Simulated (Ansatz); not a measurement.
# MoS2 (fluorite type): Wannier inputs, tried as typed, part 2 of 2

Aim: run 4 Wannier inputs for MoS2 (fluorite type) as typed, and read from each log whether it ends well.

Ansatz 0.2.0; plane waves, PAW; the settings change from run to run, as each input shows; no spin polarisation.

### Step 5. Input 4

The input, input.yaml:

```yaml
crystal:
  lattice:
    - [0.0, 2.9323968606, 2.9323968606]
    - [2.9323968606, 0.0, 2.9323968606]
    - [2.9323968606, 2.9323968606, 0.0]
  atoms:
    - { symbol: Mo, position: [0.0, 0.0, 0.0] }
    - { symbol: S, position: [0.25, 0.25, 0.25] }
    - { symbol: S, position: [0.75, 0.75, 0.75] }
kpoints:
  mp_grid: { grid: [6, 6, 6] }
  band_path:
    path:
      - [[0.0, 0.0, 0.0], [0.5, -1.629012547705e-36, 0.5], [0.625, 0.25, 0.625]]
      - [[0.375, 0.375, 0.75], [0.0, 0.0, 0.0], [0.5, 0.5, 0.5], [0.5, 0.25, 0.75], [0.5, -1.629012547705e-36, 0.5]]
    npoints: 10
hamiltonian:
  xc: pbe
scf:
  occupations: { method: fermi_dirac, width: 0.02 }
  n_extra_bands: 11
output:
  forces: false
  stress: false
  eigenvalues: true
  wannier:
    kmesh: [6, 6, 6]
    projections: [{ species: Mo, l: d, shell: 4 }, { species: S, l: p, shell: 3 }]
    minimise: true
    write_hr: true
    conv_tol: 1.0e-08
    max_iter: 1000
    disentanglement: { window: [11.77, 12.32] }
  write_density: true
  write_potential: true
  elf: true
  volumetric_format: npy
```

Started as:

```console
$ ansatz run input.yaml --threads 4 --pin off --max-ram 3686MiB --backend cpu --events-out ev --progress --plain --runs-dir out
```

The program printed:

```text
Warning: RAYON_NUM_THREADS=4 ignored (pool sized by the plan → 4); use --threads N
scf.n_extra_bands = 11 over 13 filled bands (N_el = 26.0): the run solves 24 bands
Engine: ansatz 0.2.0, aarch64-unknown-linux-gnu
Pseudopotentials: kind: paw
Pseudopotential: Mo, paw, valence charge 14, recommended cutoff 420 eV (normal), Mo.paw.azcp
Pseudopotential: S, paw, valence charge 6, recommended cutoff 420 eV (normal), S.paw.azcp
Functional definition: PBE
  parameter kappa = 0.804
  parameter beta = 0.06672455060314922
  exchange = pbe_x(kappa = kappa, mu = beta*pi^2/3)
  correlation = pbe_c(beta = beta)
Crystal: 3 atoms, lattice volume = 50.431 Å³
Basis set: ecut = 420 eV, 965 PW (Γ)
Bands: 24, of which v1, the nominal top of the filled ones, is band 13 counted from 1 (12 counted from 0)
Symmetry: 48 space group operations
Space group: Fm-3m (ITA 225), of the structure as read, at distance tolerance 3.7e-5 Å
k-points: 16 of 216
Non-local potential: Mo, projectors of the file, l = 0: 3, l = 1: 2, l = 2: 2, l = 3: 1
Non-local potential: S, projectors of the file, l = 0: 2, l = 1: 2, l = 2: 2
PAW form: soft (Blöchl's): semilocal exchange-correlation on the pseudo side does not see the compensation charge
PAW one-centre angular grid: Mo, 590 points (default); XC on 64 Gauss nodes
PAW one-centre angular grid: S, 110 points (default); XC on 64 Gauss nodes
Initial density: superposition of atomic densities (neutral atoms: chi_scale 0, normalization atom), corrected by the library's trained network
Initial wavefunctions: pseudopotential atomic-orbital guess
Functional: x = pbe(κ = 0.804, μ = 0.2195149727645171), c = pbe(β = 0.06672455060314922)
SCF iter   1: F=—  HF=-6760.575045 eV  |F-HF|=—  |Δ(HF+E_count)|=         —  Δρ=6.51e-3  dr2=1.21e-2  ethr=1.77e-3  ⟨swp⟩=6.1  Hψ=2049  notcnv=0  defer=15
preconditioner: auto → LDOS  [metal: Δε(μ)=0.020 eV  Ē_g=12.451 eV  σ=0.020 eV  W_gap=0.25  n_scr=14 (ndim 8)  ℏωp=22.2 eV  f_vac=0.026  D(μ)=7.53/eV (n_scr^D=112)  β→1.0]
SCF iter   2: F=—  HF=-6760.578306 eV  |F-HF|=—  |Δ(HF+E_count)|=   3.26e-3  Δρ=1.48e-3  dr2=1.30e-3  ethr=4.67e-5  ⟨swp⟩=2.8  Hψ=733  notcnv=0  defer=67
SCF iter   3: F=—  HF=-6760.578686 eV  |F-HF|=—  |Δ(HF+E_count)|=   3.80e-4  Δρ=6.69e-4  dr2=1.74e-4  ethr=5.01e-6  ⟨swp⟩=2.2  Hψ=529  notcnv=0  defer=67
SCF iter   4: F=—  HF=-6760.578698 eV  |F-HF|=—  |Δ(HF+E_count)|=   1.21e-5  Δρ=3.01e-4  dr2=8.07e-5  ethr=6.68e-7  ⟨swp⟩=2.7  Hψ=516  notcnv=0  defer=67
SCF iter   5: F=—  HF=-6760.578687 eV  |F-HF|=—  |Δ(HF+E_count)|=   1.15e-5  Δρ=8.20e-5  dr2=3.66e-6  ethr=3.10e-7  ⟨swp⟩=1.7  Hψ=407  notcnv=0  defer=67
SCF iter   6: F=—  HF=-6760.578688 eV  |F-HF|=—  |Δ(HF+E_count)|=   1.03e-6  Δρ=3.71e-5  dr2=1.25e-6  ethr=1.41e-8  ⟨swp⟩=2.2  Hψ=441  notcnv=0  defer=67
SCF iter   7: F=-6760.578687 eV  HF=-6760.578687 eV  |F-HF|=1.70e-8  |Δ(HF+E_count)|=   1.32e-7  Δρ=4.64e-6  dr2=5.44e-9  ethr=3.85e-10  ⟨swp⟩=6.2  Hψ=1392  notcnv=0
SCF 1 converged in 7 iterations: F = -6760.578687 eV  dr2 = 5.44e-9
NSCF: frozen V_eff on 62 k-points
NSCF: frozen V_eff on 19 k-points
the Wannier pass solved 19 of the 216 points of its mesh, and has the states at the others by symmetry: states obtained by the crystal's operations at points that were solved too leave a residual of 3.42e-13 eV (read by the count's bands and the next), within 4.17e-6 eV
SCF converged after 7 iterations
Free energy (F): -6760.578687 eV
Harris-Foulkes:  -6760.578687 eV  (|F-HF|=1.70e-8)
Internal energy: -6760.569590 eV  (E = F + TS)
E sigma→0 (E₀):  -6760.574139 eV
Entropy (-TS):   -0.009097 eV (-3.032 meV/atom)
Fermi energy:    11.978745 eV
--- Per-component energies (eV) ---
  E_band       = -120.136942
  E_kinetic    = 655.813874
  E_local      = -1385.065343  (includes V_loc(G=0)·N_el)
  E_nonlocal   = 200.660438
  E_hartree    = 483.149629
  E_xc         = -377.747331
  E_vxc        = -404.101215  (∫ρ·V_xc dr)
  E_paw        = -4401.825812  (= ΣΔE_a)
  E_vpaw       = -153.742945  (= ΣTr[D̂ρ^β])
  E_aug_tail   = 0.000055  (compensation charges beyond the density's cutoff)
  E_ewald      = -1935.555101
  E_smearing   = -0.009097  (= −TS)
  E_closure    = 0.000000  (closes the sum)
  Σ components = -6760.578687   (vs F -6760.578687, Δ=0.00e0)
--- Band table (eV; the first three rows and the last of 16) ---
  k-point 0: bands = ["-49.1038", "-23.1867", "-23.1867", "-23.1867", "-3.3503", "1.2235", "5.9593", "5.9593", "5.9593", "11.0107", "11.0107", "11.5058", "11.5058", "11.5058", "16.1993", "16.1993", "16.1993", "17.0999", "17.0999", "17.0999", "18.4474", "21.8187", "21.8187", "24.6359"]
  k-point 1: bands = ["-49.1034", "-23.1966", "-23.1881", "-23.1881", "-3.0725", "0.6630", "6.1591", "6.1591", "6.8221", "10.0335", "10.0335", "10.6186", "12.2493", "12.2493", "14.4590", "15.5912", "15.5912", "18.2219", "18.2219", "18.6344", "19.5325", "22.0303", "22.0303", "26.0674"]
  k-point 2: bands = ["-49.1027", "-23.2161", "-23.1910", "-23.1910", "-2.3474", "-0.3222", "6.6130", "6.6130", "8.2790", "9.0783", "9.2730", "9.2730", "11.9647", "11.9647", "13.5069", "15.6986", "15.6986", "19.1978", "20.0977", "20.0977", "21.1288", "22.8046", "22.8046", "25.3866"]
  k-point 15: bands = ["-49.1018", "-23.2202", "-23.2069", "-23.2003", "-1.2700", "-0.9131", "5.0756", "6.1675", "7.6109", "8.9005", "9.5431", "11.8047", "12.2664", "12.6841", "13.7720", "14.4206", "15.8344", "18.2152", "20.0382", "20.2488", "21.9136", "22.8747", "23.7527", "25.7452"]
Error: output.wannier: at mesh point 0 (counted from 0) output.wannier.disentanglement.window holds 0 states for 11 functions, beside 0 of inner shells that are left out. Raise the window's top, and output.wannier.disentanglement.top_band where it is typed. No Wannier file is written
```

Run time: 2.6 s. Hardware: 4 threads of Arm Neoverse N1, shared host; peak memory 0.36 GiB.

**Diagnosis.** The run stopped with an error. The outer window holds fewer states than functions. To mend it, widen it.

### Step 6. How the runs ended

The summary covers parts 1 to 2.

```tsv
input	settings	ended	fault	time
1	r2SCAN, 12 functions, 6×6×6, window -13.78 to 28.22 eV, frozen 4.22 to 13.72 eV	stopped by an error	some combination of the trial orbitals has almost no weight, at one k point, in the states chosen from the window	34 s
2	PBE, 0 functions, 6×6×6	refused	no trial orbital is listed	0.08 s
3	PBE, 6 functions, 6×6×6, window -14.84 to 30.81 eV, frozen 5.91 to 12.2 eV	stopped by an error	the frozen window holds more states than there are functions	6.1 s
4	PBE, 11 functions, 6×6×6, window 11.77 to 12.32 eV	stopped by an error	the outer window holds fewer states than functions	2.6 s
```

**Reading.** 3 stopped by an error, 1 refused. No run passed without a fault or warning, so no result is quoted.
